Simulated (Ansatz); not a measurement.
Level of theory: Ansatz, DFT PBE, scalar-relativistic, plane waves, PAW. Settings: cutoff 420 eV, Γ-centred meshes spaced at most about 0.3 Å⁻¹, and about 0.25 Å⁻¹ or finer for metals (2π included), Gaussian smearing. No spin polarisation.

These are static total energies at zero pressure.

Compare these two cells of BeTe₆, each relaxed at this level.

A.

```
CELL_PARAMETERS angstrom
3.81011 2.19977 4.42379
-3.81011 2.19977 4.42379
0.00000 -4.39953 4.42379
ATOMIC_POSITIONS crystal
Be 0.00000 0.00000 0.00000
Te 0.80287 0.39928 0.07106
Te 0.19713 0.60072 0.92894
Te 0.39928 0.07106 0.80287
Te 0.07106 0.80287 0.39928
Te 0.60072 0.92894 0.19713
Te 0.92894 0.19713 0.60072
```

B.

```
CELL_PARAMETERS angstrom
7.50173 0.00000 0.00000
0.00000 7.50173 0.00000
0.00000 0.00000 4.52149
ATOMIC_POSITIONS crystal
Be 0.50000 0.50000 0.00000
Te 0.68658 0.68658 0.67676
Te 0.31342 0.31342 0.67676
Te 0.68658 0.31342 0.32324
Te 0.31342 0.68658 0.32324
Te 0.50000 0.00000 0.00000
Te 0.00000 0.50000 0.00000
```

Problem. Which is lower in energy, and by how much?

Solution. B is lower, by 113 meV/atom. A has space group R-3 (No. 148), 31.8 Å³/atom and no gap on its mesh; B has space group P-42m (No. 111), 36.4 Å³/atom and no gap. Counting Te atoms around Be (those within 1.25 times the shortest such distance or 1.15 times the sum of covalent radii, 1.27 where that leaves under three), A has Be 6 and B has Be 4. A holds Te–Te pairs (shortest 2.88 Å); in B the shortest Te–Te distance is 3.10 Å, near bonding range too. The lower one is the more open, so pressure narrows the difference. Even the lower one lies +0.06 eV/atom against the reference forms of the elements (uncorrected), so neither is stable at this level. In A, Be has 6 Te at 2.58 Å; around Te lie 1 Be at 2.58 Å and 1 Te at 2.88 Å. In B, Be is surrounded by 4 Te at 2.46 Å; around Te on a site of symmetry m lie 1 Be at 2.46 Å and 4 Te at 3.10–3.22 Å; Te on a site of symmetry 222 is surrounded by 4 Te at 3.10 Å. Both come from invented guesses.

These runs have no spin–orbit coupling, which can matter for Te. Cells relaxed within their symmetry can be saddle points.
